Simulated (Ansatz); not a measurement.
# Si (P6_3/mmc), ideal shear of a crystal plane

These are results of Ansatz, DFT r2SCAN, scalar-relativistic, plane waves, PAW, not measurements. The runs took a 500 eV cutoff, a Γ-centred 7×4×2 mesh and Gaussian smearing (0.05 eV). No spin polarisation. Energies are free energies at this smearing, counted from the undisturbed cell; pressure is positive in compression.

The starting cell (relaxed at this level; this form isn't the usual structure):

```
CELL_PARAMETERS angstrom
1.91595 -3.31853 0.00000
0.00000 0.00000 -6.34182
11.49573 6.63706 0.00000
ATOMIC_POSITIONS crystal
Si 0.50000 0.93691 0.83333
Si 0.00000 0.93691 0.08333
Si 0.50000 0.93691 0.33333
Si 0.00000 0.93691 0.58333
Si 0.00000 0.43691 0.91667
Si 0.50000 0.43691 0.16667
Si 0.00000 0.43691 0.41667
Si 0.50000 0.43691 0.66667
Si 0.50000 0.56309 0.83333
Si 0.00000 0.56309 0.08333
Si 0.50000 0.56309 0.33333
Si 0.00000 0.56309 0.58333
Si 0.00000 0.06309 0.91667
Si 0.50000 0.06309 0.16667
Si 0.00000 0.06309 0.41667
Si 0.50000 0.06309 0.66667
```

The cut lies on the cell's a–b face, a (1 0 0) plane (indices in the standard cell, whose axes needn't be the Cartesian ones shown) of area 24.30 Å², between layers 2.21 Å apart. Vector c is tilted by f times 1·a − 1·b (length 7.410 Å) with the atoms' Cartesian places fixed: one unrelaxed fault a cell. The traction is dγ/du, the slope of γ against the slip u in Å. Some rows repeat others by symmetry and weren't run.

| f | γ (mJ/m²) | traction (GPa) |
| --- | --- | --- |
| 0.0000 | 0 | 0.0 |
| 0.0833 | 432 | 12.9 |
| 0.1667 | 1384 | 15.3 |
| 0.2500 | 1964 | 2.2 |
| 0.3333 | 1884 | -1.9 |
| 0.4167 | 1880 | 1.7 |
| 0.5000 | 1966 | 0.0 |
| 0.5833 | 1880 | -1.7 |
| 0.6667 | 1884 | 1.9 |
| 0.7500 | 1964 | -2.2 |
| 0.8333 | 1384 | -15.3 |
| 0.9167 | 432 | -12.9 |

Problem. Read off the first barrier and the stress needed to climb it, and compare with Frenkel's sinusoid.

Solution. The traction changes sign between f = 0.250 and 0.333, so by linear interpolation the first maximum lies at f = 0.295, a slip of 2.19 Å, with γ ≈ 1964 mJ/m², which stands in for the unstable fault energy γ_us, and the steepest sampled slope before it is 15.3 GPa. A sinusoid γ = γ_us sin²(πu/λ) with its maximum there has λ = 4.37 Å and a largest slope πγ_us/λ = 14.1 GPa (1 mJ/m² per Å = 0.01 GPa). The stand-in is too high: the stress and forces give a traction of 7.2 GPa across the line at this point, so it is no saddle, and slip that bends off the line crosses lower.

Problem. Is there a metastable fault on this line?

Solution. The samples dip to a local minimum of 1880 mJ/m² at f = 0.417. If it survives relaxation and slip across the line, it is a planar fault that lets a dislocation split into partials, more widely the lower its energy.

The cut is rigid; relaxing the faces lowers these energies and usually the stresses.

The gap closes along the scan, which can put kinks into the curve.

Cost: 7 runs of about 2.5 core-minutes in all, on AMD EPYC 9R45 (Zen 5) (shared hosts).